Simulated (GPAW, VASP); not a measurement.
This is a calculation of Ag (Silver) for VASP 6.6.1. 

The input INCAR:

```
SYSTEM = Ag
PREC = Accurate ; ENCUT = 520
EDIFF = 1E-6 ; ISMEAR = 0
SIGMA = 0.020999999999999998 ; LREAL = .FALSE.
LASPH = .TRUE. ; NELM = 80
ALGO = Normal ; ISIF = 2
LWAVE = .FALSE. ; LCHARG = .FALSE.
GGA = PE ; NBANDS = 12
```

File KPOINTS:

```
regular mesh
0
G
  11 11 11
  0 0 0
```

The input POSCAR:

```
Ag
1.0
    0.0000000000      2.0427500000      2.0427500000
    2.0427500000      0.0000000000      2.0427500000
    2.0427500000      2.0427500000      0.0000000000
Ag
1
Direct
    0.0000000000      0.0000000000      0.0000000000
```

Potentials or basis: VASP PAW PBE potentials, release 64 (Ag).

Command:

```bash
$ cat potpaw_PBE.64/Ag/POTCAR > POTCAR
$ mpirun -np 1 vasp_std > vasp.out
```

Question: Translate it to GPAW 26.7.0 (ASE script). Potentials or basis there: GPAW PAW data sets (gpaw-data 1.2.1), cutoff 600 eV.

Answer: As run (cutoffs and basis follow the program's own potentials, and thresholds, step limits or extra output files can differ):

run.py

```python
from ase import Atoms
from ase.dft.bandgap import bandgap
from ase.io import write
from ase.units import GPa
from gpaw import GPAW, PW

atoms = Atoms(['Ag'],
              cell=[[0.0, 2.04275, 2.04275],
                    [2.04275, 0.0, 2.04275],
                    [2.04275, 2.04275, 0.0]],
              scaled_positions=[[0.0, 0.0, 0.0]],
              pbc=True)

calc = GPAW(mode=PW(600),
            xc='PBE',
            kpts={'size': (11, 11, 11), 'gamma': True},
            occupations={'name': 'methfessel-paxton', 'order': 0, 'width': 0.020999999999999998},
            nbands=18,
            convergence={'density': 1e-05, 'energy': 1e-05},
            maxiter=150,
            txt='gpaw.txt')
atoms.calc = calc
energy = atoms.get_potential_energy()
forces = atoms.get_forces()
stress = atoms.get_stress()
calc.write('gs.gpw')
write('result.traj', atoms)
print(f'Energy: {energy:.6f} eV')
print('Forces (eV/A):')
print(forces.round(4))
print('Stress (GPa):', (stress / GPa).round(3))
print('Fermi level:', round(calc.get_fermi_level(), 4), 'eV')
print(f'Gap: {bandgap(calc)[0]:.4f} eV, direct: {bandgap(calc, direct=True)[0]:.4f} eV')
```

Potentials or basis: GPAW PAW data sets (gpaw-data 1.2.1), pw.

The run is started by

```console
$ OMP_NUM_THREADS=1 python run.py
```

Both were run:

|  | VASP | GPAW |
| --- | --- | --- |
| Pressure | 4.1 GPa | 4.2 GPa |

The potentials hold 11 and 17 valence electrons a cell.

Pressure is positive in compression.
